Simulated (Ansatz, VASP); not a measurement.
## W in VASP and in Ansatz

Contents of INCAR:

```
SYSTEM = W
PREC = Accurate ; ENCUT = 520
EDIFF = 1E-6 ; ISMEAR = -1
SIGMA = 0.03 ; LREAL = .FALSE.
LASPH = .TRUE. ; NELM = 60
ALGO = Normal ; ISIF = 2
LWAVE = .FALSE. ; LCHARG = .FALSE.
GGA = PE ; NBANDS = 13
```

Contents of KPOINTS:

```
Automatic mesh
0
G
  14 14 14
  0 0 0
```

POSCAR

```
W
1.0
   -1.6234899007      1.6234899007      1.6234899007
    1.6234899007     -1.6234899007      1.6234899007
    1.6234899007      1.6234899007     -1.6234899007
W
1
Direct
    0.0000000000      0.0000000000      0.0000000000
```

Input for Ansatz:

```yaml
crystal:
  lattice:
    - [-1.6234899007, 1.6234899007, 1.6234899007]
    - [1.6234899007, -1.6234899007, 1.6234899007]
    - [1.6234899007, 1.6234899007, -1.6234899007]
  atoms:
    - { symbol: W, position: [0.0, 0.0, 0.0] }
kpoints:
  mp_grid: { grid: [14, 14, 14] }
scf:
  occupations: { method: fermi_dirac, width: 0.03 }
hamiltonian:
  xc: pbe
  pseudopotentials: { kind: all_electron, lapw: { basis_error: 0.001 } }
output:
  forces: true
  stress: true
  eigenvalues: true
```

Change from the starting cell: volume scaled by 1.05.

Alike in both runs: task single point; functional PBE; k mesh 14 × 14 × 14; occupations fermi-dirac, width 0.03 eV; no spin polarisation.

|  | VASP | Ansatz |
| --- | --- | --- |
| version | VASP 6.6.1 | Ansatz 0.2.0 |
| potentials or method | VASP PAW PBE potentials, release 64 (W_sv) | all-electron LAPW, scalar-relativistic |
| plane-wave cutoff (eV) | 520 | see its input |

|  | VASP | Ansatz | Ansatz less VASP |
| --- | --- | --- | --- |
| pressure (GPa) | -15.3 | -15.4 | -0.17 |

Ansatz ran all-electron here, so the differences hold the error of VASP's frozen core and of both bases.

Caveats: so large a pressure means that the cell lies far from this level's equilibrium, or that cutoff or potentials fall short (VASP). Spin-orbit coupling is left out, which matters for the levels of W.
